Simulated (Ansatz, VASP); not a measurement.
Si2W: VASP beside Ansatz

```
Si W
1.0
    -1.60737    1.60737    3.90103
     1.60737   -1.60737    3.90103
     1.60737    1.60737   -3.90103
Si W
2 1
Direct
  0.33499 0.33499 0.00000
  0.66501 0.66501 0.00000
  0.00000 0.00000 0.00000
```

The cell is a database's computed one.

Alike in both runs: task single point; functional PBE; k mesh 8 × 8 × 8; occupations gaussian, width 0.1 eV; no spin polarisation.

```csv
,VASP,Ansatz
version,VASP 6.6.1,Ansatz 0.2.0
potentials or method,"VASP PAW PBE potentials, release 64 (Si, W_sv)","scalar-relativistic, plane waves, PAW"
plane-wave cutoff (eV),520,420
valence electrons in the cell,22,22
```

|  | VASP | Ansatz | Ansatz less VASP |
| --- | --- | --- | --- |
| gap on the k mesh at the Fermi level (eV) | none | none | - |
| pressure (GPa) | 4.2 | 4.1 | -0.07 |
| largest component of the traceless stress (GPa) | 1.16 | 1.23 | +0.067 |
| rms of the force components (eV/Å) | 0.039 | 0.038 | -0.0013 |

Atom by atom the forces differ by 0.001 eV/Å (rms over components). A gap of «none» marks a metal or a gap that the smearing closes. The functional is the same, so the differences come from potentials, cutoffs and numerics.

Spin-orbit coupling is left out, which matters for the levels of W.
